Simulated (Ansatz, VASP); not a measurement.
**Ti (Titanium): VASP beside Ansatz**

One calculation is typed for both programs; each brings its own data sets. How far apart do they land? The cell is taken from a series of runs on this material, whose earlier steps may have relaxed, scaled, displaced or heated it; both programs get it as it stands.

Program: Ansatz 0.2.0. Level of theory: plane waves, with VASP 6.6.1 beside it; elastic constants at LDA. Results are calculated unless marked as measured.

## Step 1: The starting structure

Symmetry: Im-3m, No. 229, cubic system. The conventional cell has a = 3.160 Å, b = 3.160 Å, c = 3.160 Å, α = 90.00°, β = 90.00°, γ = 90.00°. Nearest to Ti lie 8 Ti at 2.74 Å.

## Step 2: VASP: elastic constants, LDA, pair 1

Elastic constants are differences of stresses under small strains, so they test the stress and the mesh.

Lines of VASP's logs that name or quote its potential files are left out, and so is its time.

INCAR

```
SYSTEM = Ti
PREC = Accurate
ENCUT = 500
EDIFF = 1E-08
NELM = 120
ISMEAR = 0
SIGMA = 0.1
LREAL = .FALSE.
ALGO = Normal
GGA = CA
NBANDS = 12
LASPH = .TRUE.
LORBIT = 11
LWAVE = .FALSE.
LCHARG = .FALSE.
ISIF = 3
IBRION = 6
NFREE = 2
POTIM = 0.015
NSW = 1
GGA_COMPAT = .FALSE.
KPAR = 2
```

POSCAR

```
Ti
1.0
   -1.5800131901      1.5800131901      1.5800131901
    1.5800131901     -1.5800131901      1.5800131901
    1.5800131901      1.5800131901     -1.5800131901
Ti
1
Direct
    0.0000000000      0.0000000000      0.0000000000
```

KPOINTS

```
Automatic mesh
0
Gamma
16 16 16
0 0 0
```

The projector-augmented-wave data sets are Ti_sv (LDA family, release 64).

Launch:

```console
$ mpirun -np 2 vasp_std
```

Numbers of over 12 decimals in the logs are rounded to 6 here.

What it wrote:

```text
[banner, memory and clock lines left out]
running    2 mpi-ranks, on    1 nodes
 distrk:  each k-point on    1 cores,    2 groups
 distr:  one band on    1 cores,    1 groups

 POSCAR found type information on POSCAR Ti
 POSCAR found :  1 types and       1 ions
 LDA part: xc-table for (Slater(with rela. corr.)+CA(PZ))
 , standard interpolation
 POSCAR, INCAR and KPOINTS ok, starting setup
 FFT: planning ... GRIDC
 FFT: planning ... GRID_SOFT
 FFT: planning ... GRID
 WAVECAR not read
 entering main loop
       N       E                     dE             d eps       ncg     rms          rms(c)
DAV:   1     0.833527085498E+02    0.83353E+02   -0.63679E+03  3524   0.119E+03
DAV:   2    -0.541489356687E+01   -0.88768E+02   -0.86253E+02  3544   0.290E+02
DAV:   3    -0.926825172941E+01   -0.38534E+01   -0.38160E+01  4680   0.624E+01
DAV:   4    -0.934751091422E+01   -0.79259E-01   -0.79198E-01  3980   0.770E+00
DAV:   5    -0.934949251886E+01   -0.19816E-02   -0.19816E-02  3948   0.102E+00    0.889E+00
DAV:   6    -0.846400373352E+01    0.88549E+00   -0.19777E+00  3760   0.201E+01    0.243E+00
DAV:   7    -0.845663667494E+01    0.73671E-02   -0.78705E-02  4168   0.303E+00    0.133E+00
DAV:   8    -0.846693502043E+01   -0.10298E-01   -0.41162E-02  3668   0.239E+00    0.106E-01
DAV:   9    -0.846726717470E+01   -0.33215E-03   -0.23856E-03  4188   0.465E-01    0.781E-02
DAV:  10    -0.846732425845E+01   -0.57084E-04   -0.34487E-04  3708   0.201E-01    0.188E-02
DAV:  11    -0.846731232045E+01    0.11938E-04   -0.36966E-05  3900   0.910E-02    0.100E-02
DAV:  12    -0.846731136772E+01    0.95273E-06   -0.20364E-06  3840   0.140E-02    0.699E-04
DAV:  13    -0.846731140601E+01   -0.38292E-07   -0.22628E-07  4208   0.461E-03    0.248E-03
DAV:  14    -0.846731140072E+01    0.52901E-08   -0.92009E-08  3572   0.388E-03
   1 F= -.84673114E+01 E0= -.84630093E+01  d E =-.860416E-02
[... from here on, the cycles between the ionic steps are left out ...]
   2 F= -.84665640E+01 E0= -.84622225E+01  d E =-.868317E-02
   3 F= -.84653883E+01 E0= -.84610624E+01  d E =-.865181E-02
   7 F= -.84653883E+01 E0= -.84610624E+01  d E =-.865181E-02
   8 F= -.84668481E+01 E0= -.84624720E+01  d E =-.875204E-02
   9 F= -.84668481E+01 E0= -.84624721E+01  d E =-.875205E-02
  10 F= -.84668480E+01 E0= -.84624719E+01  d E =-.875205E-02
  11 F= -.84668480E+01 E0= -.84624720E+01  d E =-.875203E-02
  12 F= -.84668480E+01 E0= -.84624719E+01  d E =-.875204E-02
  13 F= -.84668480E+01 E0= -.84624720E+01  d E =-.875204E-02
  14 F= -.84673108E+01 E0= -.84630087E+01  d E =-.860422E-02
 Finite differences progress:
  Degree of freedom:   7/  7
  Displacement:        1/  2
  Total:              13/ 14
 bond charge predicted
       N       E                     dE             d eps       ncg     rms          rms(c)
DAV:   1    -0.845887709019E+01    0.84337E-02   -0.36554E+00  4800   0.464E+01    0.284E-01
DAV:   2    -0.846775006717E+01   -0.88730E-02   -0.98444E-02  3480   0.351E+00    0.174E-01
DAV:   3    -0.846730929225E+01    0.44077E-03   -0.10320E-03  4076   0.357E-01    0.103E-02
DAV:   4    -0.846731166829E+01   -0.23760E-05   -0.39269E-05  3668   0.688E-02    0.605E-03
DAV:   5    -0.846731081879E+01    0.84951E-06   -0.21961E-06  5256   0.321E-02    0.147E-03
DAV:   6    -0.846731077977E+01    0.39013E-07   -0.39460E-07  5312   0.108E-02    0.430E-04
DAV:   7    -0.846731077821E+01    0.15605E-08   -0.41906E-08  3920   0.293E-03
  15 F= -.84673108E+01 E0= -.84630087E+01  d E =-.860424E-02
 Finite differences progress:
  Degree of freedom:   7/  7
  Displacement:        2/  2
  Total:              14/ 14
```

OUTCAR, selected parts (step 2):

```text
ion  position               nearest neighbor table
   1  0.000  0.000  0.000-

  LATTYP: Found a body centered cubic cell.
 ALAT       =     3.1600263802

 Subroutine GETGRP returns: Found 48 space group operations
 (whereof 48 operations were pure point group operations)

The static configuration has the point symmetry O_h .

 Found    145 irreducible k-points:

   k-points           NKPTS =    145   k-points in BZ     NKDIM =    145   number of bands    NBANDS=     12

   dimension x,y,z NGX =    20 NGY =   20 NGZ =   20
   dimension x,y,z NGXF=    40 NGYF=   40 NGZF=   40

   ENCUT  =  500.0 eV  36.75 Ry    6.06 a.u.   4.99  4.99  4.99*2*pi/ulx,y,z

   NELECT =      12.0000    total number of electrons

 k-points in reciprocal lattice and weights: Automatic mesh
   0.00000000  0.00000000  0.00000000       0.000
   0.06250000  0.00000000  0.00000000       0.003
   0.12500000  0.00000000  0.00000000       0.003
   0.18750000  0.00000000  0.00000000       0.003
   0.25000000  0.00000000  0.00000000       0.003
   0.31250000  0.00000000  0.00000000       0.003
   0.37500000  0.00000000  0.00000000       0.003
   0.43750000  0.00000000  0.00000000       0.003
   0.50000000  0.00000000  0.00000000       0.001
[...]
0.50000000  0.50000000  0.43750000       0.003
   0.50000000  0.50000000  0.50000000       0.000

 average (electrostatic) potential at core
       1 -71.1952

 E-fermi :   8.8803

 k-point     1 :       0.0000    0.0000    0.0000
  band No.  band energies     occupation
      1     -46.7836      2.00000
      2     -22.8722      2.00000
      3     -22.8722      2.00000
      4     -22.8722      2.00000
      5       2.8246      2.00000
      6       9.9075      0.00000
      7       9.9075      0.00000
      8       9.9075      0.00000
      9      11.9043      0.00000
     10      11.9043      0.00000
    ...

 k-point     2 :       0.0625    0.0000    0.0000
  band No.  band energies     occupation
      1     -46.7760      2.00000
      2     -22.9100      2.00000
      3     -22.8835      2.00000
      4     -22.8725      2.00000
      5       2.9717      2.00000
      6       9.8372      0.00000
      7       9.8889      0.00000
      8      10.0189      0.00000
      9      11.8199      0.00000
     10      11.9082      0.00000
    ...

 k-point     3 :       0.1250    0.0000    0.0000
  band No.  band energies     occupation
      1     -46.7542      2.00000
      2     -23.0167      2.00000
      3     -22.9157      2.00000
      4     -22.8734      2.00000
      5       3.3975      2.00000
      6       9.6428      0.00000
      7       9.8024      0.00000
      8      10.3451      0.00000
      9      11.6438      0.00000
     10      11.9237      0.00000
    ...

  Total        0.0376319      0.0376319      0.0376319     -0.0000000      0.0000000      0.0000000
  in kB        3.8214205      3.8214205      3.8214205     -0.0000000      0.0000000      0.0000000
  external PRESSURE =       3.8214205 kB  Pullay stress =       0.0000000 kB

  energy-cutoff  :      500.00
  volume of cell :       15.78
      direct lattice vectors                 reciprocal lattice vectors
    -1.580013190  1.580013190  1.580013190     0.000000000  0.316453054  0.316453054
     1.580013190 -1.580013190  1.580013190     0.316453054  0.000000000  0.316453054
     1.580013190  1.580013190 -1.580013190     0.316453054  0.316453054  0.000000000

 POSITION                                       TOTAL-FORCE (eV/Angst)
 -----------------------------------------------------------------------------------
     -0.01500      0.00000      0.00000        -0.000000     -0.000000      0.000000
 -----------------------------------------------------------------------------------
    total drift:                               -0.000107      0.000000      0.000000

  FREE ENERGIE OF THE ION-ELECTRON SYSTEM (eV)
  ---------------------------------------------------
  free  energy   TOTEN  =        -8.4673107782 eV

  energy  without entropy=       -8.4587065338  energy(sigma->0) =       -8.46300866

  SYMMETRIZED ELASTIC MODULI (kBar)
 Direction    XX          YY          ZZ          XY          YZ          ZX
 --------------------------------------------------------------------------------
 XX        1206.7567   1237.0857   1237.0857     -0.0000      0.0000      0.0000
 YY        1237.0857   1206.7567   1237.0857     -0.0000      0.0000     -0.0000
 ZZ        1237.0857   1237.0857   1206.7567      0.0000     -0.0000      0.0000
 XY          -0.0000     -0.0000      0.0000    419.3373      0.0000      0.0000
 YZ           0.0000      0.0000     -0.0000      0.0000    419.3373      0.0000
 ZX           0.0000     -0.0000      0.0000      0.0000      0.0000    419.3373
 --------------------------------------------------------------------------------

 Eigenvectors and eigenvalues of the dynamical matrix
 ----------------------------------------------------

   1 f/i=    0.000000 THz     0.000000 2PiTHz    0.000000 cm-1     0.000000 meV
             X         Y         Z           dx          dy          dz
      0.000000  0.000000  0.000000     1.000000    0.000000    0.000000

   2 f/i=    0.000000 THz     0.000000 2PiTHz    0.000000 cm-1     0.000000 meV
             X         Y         Z           dx          dy          dz
      0.000000  0.000000  0.000000     0.000000    1.000000    0.000000

   3 f/i=    0.000000 THz     0.000000 2PiTHz    0.000000 cm-1     0.000000 meV
             X         Y         Z           dx          dy          dz
      0.000000  0.000000  0.000000     0.000000    0.000000    1.000000

 ELASTIC MODULI CONTR FROM IONIC RELAXATION (kBar)
 Direction    XX          YY          ZZ          XY          YZ          ZX
 --------------------------------------------------------------------------------
 XX           0.0000      0.0000      0.0000      0.0000      0.0000      0.0000
 YY           0.0000      0.0000      0.0000      0.0000      0.0000      0.0000
 ZZ           0.0000      0.0000      0.0000      0.0000      0.0000      0.0000
 XY           0.0000      0.0000      0.0000      0.0000      0.0000      0.0000
 YZ           0.0000      0.0000      0.0000      0.0000      0.0000      0.0000
 ZX           0.0000      0.0000      0.0000      0.0000      0.0000      0.0000
 --------------------------------------------------------------------------------

 TOTAL ELASTIC MODULI (kBar)
 Direction    XX          YY          ZZ          XY          YZ          ZX
 --------------------------------------------------------------------------------
 XX        1206.7567   1237.0857   1237.0857     -0.0000      0.0000      0.0000
 YY        1237.0857   1206.7567   1237.0857     -0.0000      0.0000     -0.0000
 ZZ        1237.0857   1237.0857   1206.7567      0.0000     -0.0000      0.0000
 XY          -0.0000     -0.0000      0.0000    419.3373      0.0000      0.0000
 YZ           0.0000      0.0000     -0.0000      0.0000    419.3373      0.0000
 ZX           0.0000     -0.0000      0.0000      0.0000      0.0000    419.3373
 --------------------------------------------------------------------------------

 total charge
# of ion       s       p       d       tot
------------------------------------------
    1        2.265   6.121   2.028  10.415

[... 3 further parts left out ...]
```

CONTCAR:

```
Ti
   1.00000000000000
    -1.5800131901000001    1.5800131901000001    1.5800131901000001
     1.5800131901000001   -1.5800131901000001    1.5800131901000001
     1.5800131901000001    1.5800131901000001   -1.5800131901000001
  Ti
     1
Direct
     0.0000000000000000   -0.0047467958160054   -0.0047467958160054
```

The last energy, forces, stress and levels in OUTCAR belong to the last displaced cell, not to the cell of POSCAR.

Levels, forces or a CONTCAR printed for this step are those of its last displaced cell, not of the structure at rest.

(Part 1 of 3 ends here.)

[Lines on the potential files, build, host, timing and source positions are cut from VASP's logs without a mark.]

[Logs are printed without paths, hosts, clocks, repeated set-up lines and the standing remarks that a program may print on its own settings, such as how far it seeks lower states.]

[Hosts, paths, dates, database ids (printed as entryN), source tags and the programs' standing remarks are cut or masked in the printed files.]
